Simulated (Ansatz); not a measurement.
The system is Pb.

```
Pb
1.0
     0.00000    2.47502    2.47502
     2.47502    0.00000    2.47502
     2.47502    2.47502    0.00000
Pb
1
Direct
  0.00000 0.00000 0.00000
```

Base run:

- Program: Ansatz 0.2.0
- Functional: PBE
- Potentials or basis: Ansatz PAW
- Cutoff: 420 eV (not typed: the program's choice for these potentials)
- k mesh: 9 × 9 × 9
- Occupations: fermi-dirac, width 0.05 eV
- Spin: no spin polarisation

Its results: band gap on the k mesh none (metal or under the smearing width); pressure 2.3 GPa.

The run is repeated on the same cell with these changes: functional from PBE to LDA. What comes out?

Band gap on the k mesh none (metal or under the smearing width); pressure -2.2 GPa.

LDA binds more tightly than PBE, so the same cell stands under less pressure.

Caveats: spin-orbit coupling is left out, which moves the levels of the heavy elements; the PAW data sets come from PBE, with cores solved anew for the run's functional, which leaves a small shift of forces and pressure (some runs).
